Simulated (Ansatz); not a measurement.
`FC(F)(F)CC(Cl)Cl` + H₂ → `CC(Cl)Cl` + trifluoromethane  (hydrogenolysis of a C–C bond)

Program: Ansatz. Geometries: PBE0-D4/def2-TZVP. ΔE: electronic, gas phase. CCSD(T)/CBS is the MP2 limit (def2-TZVPP, def2-QZVPP) plus CCSD(T) − MP2 in def2-TZVPP, frozen cores. This one scheme is used for every species. DFT in def2-TZVPP. B3LYP here is the variant with VWN-RPA as its local correlation; programs differ in this. Each species was taken in one conformer, which may not be the lowest.

`FC(F)(F)CC(Cl)Cl`:

Cartesian coordinates in Å:
```
F 1.414 1.890 0.593
C 0.513 1.212 -0.129
F -0.649 1.878 -0.047
F 0.910 1.257 -1.400
C 0.382 -0.193 0.414
C -0.797 -0.974 -0.127
Cl -1.021 -2.433 0.858
Cl -0.599 -1.406 -1.829
H 0.255 -0.095 1.494
H 1.313 -0.729 0.227
H -1.722 -0.407 -0.053
```

H₂:

```xyz
2

H     0.192    0.317    0.041
H    -0.192   -0.317   -0.041
```

`CC(Cl)Cl`:

Cartesian coordinates in Å:
```
C 0.097 -0.550 -0.609
C -0.204 0.412 0.507
Cl 0.035 2.091 -0.024
Cl 0.801 0.064 1.931
H 1.138 -0.457 -0.920
H -0.083 -1.572 -0.270
H -0.550 -0.336 -1.461
H -1.235 0.348 0.845
```

`FC(F)F`:

Z-matrix (Å, degrees):
```
C
F 1 1.331
F 1 1.331 2 108.5
F 1 1.331 2 108.5 3 -117.7
H 1 1.093 2 110.4 3 121.1
```

CCSD(T)/CBS gives -52.2 kJ/mol.

Q: Another level gave -58.3 kJ/mol. Which?
A. B3LYP/def2-TZVPP
B. B2PLYP/def2-TZVPP
C. r2SCANh-D4/def2-TZVPP
D. CCSD/def2-TZVPP

A: D. CCSD/def2-TZVPP -58.3, r2SCANh-D4 -50.7, B3LYP -69.1, B2PLYP -62.3 kJ/mol.

Largest T1 diagnostic among the species: 0.012.

The D4 term adds +12.6 kJ/mol with B3LYP and +7.2 kJ/mol with PBE0; it sums over pairs of atoms, weighted by their polarisabilities, and B3LYP, whose exchange is more repulsive, gets the larger term. At CCSD(T), def2-SVP lies +7.1 kJ/mol from the extrapolated value and def2-TZVPP −0.7 kJ/mol. Leaving LDA and LC-ωPBE aside and taking each functional with its dispersion term where it has one, the values, not all of them listed here, spread over 14.0 kJ/mol, from B2PLYP to revPBE-D4. LDA lies +19.5 kJ/mol from PBE without D4.

CCSD(T)/CBS has its own doubt, a few kJ/mol and more with outer-core shells, so smaller differences from it don't rank the levels.
